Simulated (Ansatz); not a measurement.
The system is HgTe.

```xyz
2
Lattice="0.0000 3.1800 3.1800 3.1800 0.0000 3.1800 3.1800 3.1800 0.0000" Properties=species:S:1:pos:R:3 pbc="T T T"
Hg    0.0000    0.0000    0.0000
Te    3.1800    3.1800    3.1800
```

Measurements of this composition are mostly on another form, of space group No. 216.

```yaml
Program: Ansatz 0.2.0
Task: relaxation of cell and atoms
Functional: B3LYP
Potentials_or_basis: Ansatz PAW
Cutoff: "420 eV (not typed: the program's choice for these potentials)"
k_mesh: 4 × 4 × 4
Occupations: fermi-dirac, width 0.05 eV
Spin: no spin polarisation
```

At the start: volume 32.16 Å³/atom.

Where does the relaxation end?

It ends after 4 steps and the volume is 31.10 Å³/atom (-3.3 %); space group Fm-3m (No. 225, to 0.05 Å).

The path:
```tsv
step	energy change (eV)	largest force (eV/Å)	volume (Å³)
1	0.0000	0.0000	64.31
2	-0.0092	0.0000	62.01
3	-0.0092	0.0000	62.20
4	-0.0085	0.0000	62.20
```

Final structure:
```
Hg Te
1.0
     0.00000    3.14479    3.14479
     3.14479    0.00000    3.14479
     3.14479    3.14479    0.00000
Hg Te
1 1
Direct
  0.00000 0.00000 0.00000
  0.50000 0.50000 0.50000
```

Caveat: the k mesh is coarse (spacing up to 0.43 Å⁻¹), so the values aren't converged, least of all with exact exchange; the plane-wave basis is chosen anew once the cell has moved, so the energies of steps on either side of that aren't comparable; the PAW data sets come from PBE, with cores solved anew for the run's functional, which leaves a small shift of forces and pressure.
